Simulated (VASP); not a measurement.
Wanted: the native input for a VASP 6.6.1 run.

```
Task                   : electric field gradients
Functional             : PBEsol
Potentials or basis    : VASP PAW PBE potentials, release 64 (Zn, O)
Cutoff                 : 500 eV
k mesh                 : 8 × 8 × 5
Occupations            : fermi-dirac, width 0.02 eV
Spin                   : no spin polarisation
Further INCAR settings : ALGO = Normal; EDIFF = 1e-07
```

The structure of ZnO (zincite) lies in POSCAR:

```
ZnO
1.0
    3.2493080000      0.0000000000      0.0000000000
   -1.6246540000      2.8139832727      0.0000000000
    0.0000000000      0.0000000000      5.2057090000
Zn O
2 2
Direct
    0.3333333333      0.6666666667      0.5000000000
    0.6666666667      0.3333333333      0.0000000000
    0.6666666667      0.3333333333      0.3790100000
    0.3333333333      0.6666666667      0.8790100000
```

The input as run:

INCAR

```
  PREC = Accurate
  ENCUT = 500
  EDIFF = 1E-7
  ISMEAR = -1
  SIGMA = 0.02
  LREAL = False
  LASPH = True
  NELM = 60
  ALGO = Normal
  ISIF = 2
  LWAVE = False
  LCHARG = False
  GGA = PS
  LEFG = True
```

KPOINTS

```
regular mesh
0
Gamma
  8 8 5
```

Potentials or basis: VASP PAW PBE potentials, release 64 (Zn, O).

Run with:

```sh
$ cat potpaw_PBE.64/Zn/POTCAR potpaw_PBE.64/O/POTCAR > POTCAR
$ mpirun -np 1 vasp_std > vasp.out
```

It gave:

```yaml
Pressure: -0.6 GPa
Largest_force: 0.065 eV/Å
Band_gap_on_the_k_mesh: 0.69 eV, direct
```

Caveat: the PAW data sets were made with another functional, which shifts forces and pressure a little.

It took 13 s on 1 thread of Intel(R) Xeon(R) 6975P-C (Granite Rapids), on a shared host, peak memory 0.17 GiB.
